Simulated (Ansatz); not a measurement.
The system is Ba.

```
Ba
1.0
    -2.50650    2.50650    2.50650
     2.50650   -2.50650    2.50650
     2.50650    2.50650   -2.50650
Ba
1
Cartesian
  0.0000 0.0000 0.0000
```

```yaml
Program: Ansatz 0.2.0
Task: relaxation of cell and atoms
Functional: PBEsol
Potentials_or_basis: Ansatz PAW
Cutoff: "420 eV (not typed: the program's choice for these potentials)"
k_mesh: 8 × 8 × 8
Occupations: fermi-dirac, width 0.05 eV
Spin: no spin polarisation
```

At the start: volume 62.99 Å³/atom.

How do energy, volume and symmetry change on relaxing?

It ends after 5 steps and the volume is 57.93 Å³/atom (-8.0 %); space group Im-3m (No. 229, to 0.05 Å).

Step by step:
```
step  energy change (eV)  largest force (eV/Å)  volume (Å³)
   1              0.0000                0.0000        62.99
   2             -0.0050                0.0000        61.72
   3             -0.0118                0.0000        57.61
   4             -0.0119                0.0000        57.93
   5             -0.0118                0.0000        57.93
```

Final structure:
```xyz
1
Lattice="-2.4375 2.4375 2.4375 2.4375 -2.4375 2.4375 2.4375 2.4375 -2.4375" Properties=species:S:1:pos:R:3 pbc="T T T"
Ba    0.0000    0.0000    0.0000
```

Caveat: the plane-wave basis is chosen anew once the cell has moved, so the energies of steps on either side of that aren't comparable; the PAW data sets come from PBE, with cores solved anew for the run's functional, which leaves a small shift of forces and pressure.
